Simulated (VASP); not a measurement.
# Mg: relaxation of cell and atoms with RPBE+D3(BJ)

The system is Mg.

```
CELL_PARAMETERS angstrom
3.20930 0.00000 0.00000
-1.60465 2.77934 0.00000
0.00000 0.00000 5.21030
ATOMIC_POSITIONS crystal
Mg 0.66667 0.33333 0.75000
Mg 0.33333 0.66667 0.25000
```

```json
{
  "Program": "VASP 6.6.1",
  "Task": "relaxation of cell and atoms",
  "Functional": "RPBE",
  "Dispersion": "D3(BJ)",
  "Potentials or basis": "VASP PAW PBE potentials, release 64 (Mg)",
  "Cutoff": "600 eV",
  "k mesh": "10 × 10 × 5",
  "Occupations": "fermi-dirac, width 0.05 eV",
  "Spin": "no spin polarisation",
  "Further INCAR settings": "ALGO = Normal; EDIFF = 1e-06; IBRION = 2; EDIFFG = -0.01; NSW = 40; ISIF = 3"
}
```

The relaxed volume is 16.78 Å³/atom, the relaxed cell is a = 2.875 Å, b = 2.875 Å, c = 4.690 Å, α = 90.00°, β = 90.00°, γ = 120.00° and the space group after relaxing (to 0.05 Å) is P6_3/mmc (No. 194). The energy gained by relaxing is 352.8 meV/atom, the ionic steps are 7 and the pressure after relaxing is 0.0 GPa. The band gap on the k mesh is none (metal or under the smearing width) and the dispersion energy per atom is -1.974 eV.

Step by step:
```
step  energy change (eV)  largest force (eV/Å)  pressure (GPa)  volume (Å³)
   1              0.0000                0.0000          -13.11        46.47
   2             -0.6944                0.0000           -2.73        34.83
   3             -0.7053                0.0000           -0.27        33.68
   4             -0.7053                0.0000            0.27        33.45
   5             -0.7056                0.0000           -0.07        33.59
   6             -0.7056                0.0000           -0.06        33.59
   7             -0.7056                0.0000            0.00        33.56
```

Final structure:
```cif
data_structure
_symmetry_space_group_name_H-M 'P 1'
_symmetry_Int_Tables_number 1
_cell_length_a 2.8745
_cell_length_b 2.8745
_cell_length_c 4.6896
_cell_angle_alpha 90.000
_cell_angle_beta 90.000
_cell_angle_gamma 120.000
_cell_volume 33.56
loop_
_atom_site_label
_atom_site_type_symbol
_atom_site_fract_x
_atom_site_fract_y
_atom_site_fract_z
_atom_site_occupancy
Mg1 Mg 0.66667 0.33333 0.75000 1
Mg2 Mg 0.33333 0.66667 0.25000 1
```

Levels at points of the mesh, in eV from the Fermi level:
```tsv
k point	band 1	band 2	band 3	band 4	band 5	band 6
(0.00, 0.00, 0.00)	-8.48	-2.36	-1.34	12.87	12.87	13.72
(0.50, 0.00, 0.00)	-2.81	-2.48	2.98	3.10	4.21	4.34
```

Wall time 46 s on 1 thread of Intel(R) Xeon(R) Platinum 8488C (Sapphire Rapids) (shared host), peak memory 0.2 GiB.

Caveat: the volume moved by over 15 % at a fixed basis, so the end points are rough; the PAW data sets were made with another functional, which shifts forces and pressure a little; the volume moved by -28 % from the deposited cell, more than functionals usually miss; pairwise dispersion overbinds metals, which lowers pressure and volume.
